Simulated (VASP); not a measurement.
Input of a VASP 6.6.1 run:

Contents of INCAR:

```
PREC = Accurate ; ENCUT = 600
EDIFF = 1E-7 ; ISMEAR = 1
SIGMA = 0.1 ; LREAL = F
LASPH = T ; NELM = 80
ALGO = Normal ; ISIF = 3
LWAVE = F ; LCHARG = F
GGA = PS ; IBRION = 2
NSW = 90 ; EDIFFG = -0.005
KPAR = 4
```

File KPOINTS:

```
regular mesh
0
Gamma
  10 10 10
```

The input POSCAR:

```
ZnCu2SnSe4                              
1.0
   -2.8352007363      2.8352007352      5.6558854785
    2.8352007363     -2.8352007352      5.6558854785
    2.8352007352      2.8352007363     -5.6558854785
  Zn              Cu              Sn              Se            
     1     2     1     4
Direct
     0.7500000000000000    0.2500000000000000    0.5000000000000000
     0.2500000000000000    0.7500000000000000    0.5000000000000000
     0.0000000000000000    0.0000000000000000    0.0000000000000000
     0.5000000000000000    0.5000000000000000    0.0000000000000000
     0.6298219484866832    0.6396302307309438    0.5308166976658829
     0.1088135330650609    0.0990052508208004    0.4691833023341170
     0.9009947491791995    0.3701780515133166    0.0098082822442605
     0.3603697692690561    0.8911864669349392    0.9901917177557396
```

Potentials or basis: VASP PAW PBE potentials, release 64 (Zn, Cu, Sn_d, Se).

Run with:

```sh
$ cat potpaw_PBE.64/Zn/POTCAR potpaw_PBE.64/Cu/POTCAR potpaw_PBE.64/Sn_d/POTCAR potpaw_PBE.64/Se/POTCAR > POTCAR
$ mpirun -np 4 vasp_std > vasp.out
```

(1) Predict the space group after relaxing (to 0.05 Å).

(2) Estimate the relaxed volume.

(3) Predict the band gap on the k mesh.

Results:

(1) I-4 (No. 82).

(2) 22.72 Å³/atom.

(3) 0.02 eV, direct.

Caveat: the PAW data sets were made with another functional, which shifts forces and pressure a little; spin-orbit coupling is left out, which moves the levels of the heavy elements.
